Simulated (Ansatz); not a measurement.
Calculated field gradients at the nuclei for TaN

The cell is a COD entry whose atoms were relaxed with PBE, the cell held.

Space group P-62m (No. 189); a = 5.1960, c = 2.9110 Å, γ = 120.00°.

```csv
site,Wyckoff,site symmetry,x,y,z
Ta1,2d,-6..,0.3333,0.6667,0.5000
Ta3,1a,-62m,0.0000,0.0000,0.0000
N,3f,m2m,0.3932,0.0000,0.0000
```

One atom of each set is listed.

The numbers come from a DFT calculation in Ansatz (PBEsol, plane waves and PAW, scalar-relativistic, collinear spin, 420 eV cutoff, Γ-centred 10×10×16 k-points, Fermi–Dirac smearing 0.05 eV). Start moments as typed (μB): 2 on each Ta, none on the rest.

Conventions: |V_zz| ≥ |V_yy| ≥ |V_xx|, η = (V_xx − V_yy)/V_zz, C_Q = eQV_zz/h. ν_Q = 3|C_Q|/[2I(2I − 1)].

Ta-181: I = 7/2, Q = 3170 mb; ¹⁴N: I = 1, Q = 20.44 mb. Quadrupole moments are those of Pyykkö's year-2017 table.

(1) Which values are expected at the nuclei?

Results:

(1) 

```json
{"site": "Ta1", "atoms": "2", "first shell": "6 N at 2.16 Å", "C_Q (MHz)": "-1525", "η": "0.00", "ν_Q (MHz)": "109"}
{"site": "Ta3", "atoms": "1", "first shell": "3 N at 2.04 Å; also 3 N at 3.15 Å", "C_Q (MHz)": "1041", "η": "0.00", "ν_Q (MHz)": "74.4"}
{"site": "N", "atoms": "3", "first shell": "5 Ta at 2.04–2.16 Å", "C_Q (MHz)": "-0.700", "η": "0.32", "ν_Q (MHz)": "1.05"}
```

An axis of threefold or higher order runs through Ta1 and Ta3, so V_zz lies along it and η is zero. At N V_zz points along its shortest bond, to Ta (within 1°).

At this cell the principal stresses reach 5 GPa in size with PBEsol, which can matter for small gradients. With no gap above 0.1 eV, as in a metal, the gradients converge slowly in k; expect changes of a tenth or more on a denser mesh. Without spin–orbit coupling the gradients at and beside Ta can be off by some per cent, at some sites by more. The start moments die out, and the run ends without spin.

The run took 47 s of wall time (45 s of CPU time) and 0.73 GiB at its peak, on 1 thread of AMD EPYC 9R14 (Zen 4) (x86_64; 16 cores open to the job, memory cap 3.0 GiB, no GPU), a shared host with a load of 0.2 a core.
